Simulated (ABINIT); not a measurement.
# MoSe2: band structure with r2SCAN

MoSe2:

```
Mo Se
1.0
     3.28800    0.00000    0.00000
    -1.64400    2.84749    0.00000
     0.00000    0.00000   12.90000
Mo Se
2 4
Direct
  0.66667 0.33333 0.75000
  0.33333 0.66667 0.25000
  0.66667 0.33333 0.37500
  0.33333 0.66667 0.87500
  0.66667 0.33333 0.12500
  0.33333 0.66667 0.62500
```

```yaml
Program: ABINIT 10.8.3 (patched build)
Task: band structure
Functional: r2SCAN
Potentials_or_basis: JTH PAW PBE v2.0
Cutoff: 490 eV
k_mesh: 9 × 9 × 2
Occupations: fermi-dirac, width 0.05 eV
Spin: no spin polarisation
Fine-grid_cutoff: 979.61 eV
```

```
Pressure                                              : 7.2 GPa
Largest force                                         : 0.902 eV/Å
Band gap on the k mesh                                : 0.96 eV, indirect (least direct gap 1.48 eV)
Band gap along the path                               : 0.96 eV, indirect (least direct gap 1.48 eV)
Valence electrons inside the program's atomic spheres : Mo 11.30; Se 4.06, 4.05
```

Forces on the atoms (eV/Å):
```
Mo   0.000  0.000  0.000
Mo   0.000  0.000  0.000
Se   0.000  0.000  0.902
Se   0.000  0.000  0.902
Se   0.000  0.000 -0.902
Se   0.000  0.000 -0.902
```

Stress tensor (GPa, compression positive):
```
5.91 0.00 0.00
0.00 5.91 0.00
0.00 0.00 9.86
```

Levels at the corners of the path, in eV from the valence-band top:
```tsv
point	band 23	band 24	band 25	band 26	band 27	band 28	band 29	band 30
Γ	-1.97	-1.10	-1.01	0.00	2.51	2.51	2.56	2.56
M	-1.56	-1.38	-1.36	-1.27	1.46	1.51	1.84	2.10
K	-2.64	-2.64	-0.68	-0.52	0.96	0.96	1.88	2.83
Γ	-1.97	-1.10	-1.01	0.00	2.51	2.51	2.56	2.56
A	-1.99	-1.99	-0.22	-0.22	2.53	2.53	2.53	2.53
L	-1.46	-1.46	-1.31	-1.31	1.49	1.49	1.98	1.98
H	-2.79	-2.79	-0.61	-0.61	0.96	0.96	2.34	2.34
A	-1.99	-1.99	-0.22	-0.22	2.53	2.53	2.53	2.53
```

Wall time 27 min on 1 thread of Arm Neoverse V1, on a shared host, peak memory 0.55 GiB.

Caveat: the PAW data sets were made with another functional, which shifts forces and pressure a little; the cell's inner coordinates are idealised or old, which leaves forces on the atoms. r2SCAN opens gaps a little over a GGA but as a rule still falls short of measured ones.
